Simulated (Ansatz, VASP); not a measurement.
**Sn: VASP beside Ansatz**

```xyz
2
Lattice="0.0000 3.3071 3.3071 3.3071 0.0000 3.3071 3.3071 3.3071 0.0000" Properties=species:S:1:pos:R:3 pbc="T T T"
Sn    3.3071    3.3071    3.3071
Sn    4.9607    4.9607    4.9607
```

Alike in both runs: task single point; functional PBE; k mesh 12 × 12 × 12; occupations fermi-dirac, width 0.15 eV; no spin polarisation.

|  | VASP | Ansatz |
| --- | --- | --- |
| version | VASP 6.6.1 | Ansatz 0.2.0 |
| potentials or method | VASP PAW PBE potentials, release 64 (Sn_d) | scalar-relativistic, plane waves, PAW |
| plane-wave cutoff (eV) | 520 | 420 |
| valence electrons in the cell | 28 | 28 |

```tsv
	VASP	Ansatz	Ansatz less VASP
gap on the k mesh at the Fermi level (eV)	none	none	-
pressure (GPa)	0.7	0.8	+0.08
```

A gap of «none» marks a metal or a gap that the smearing closes.
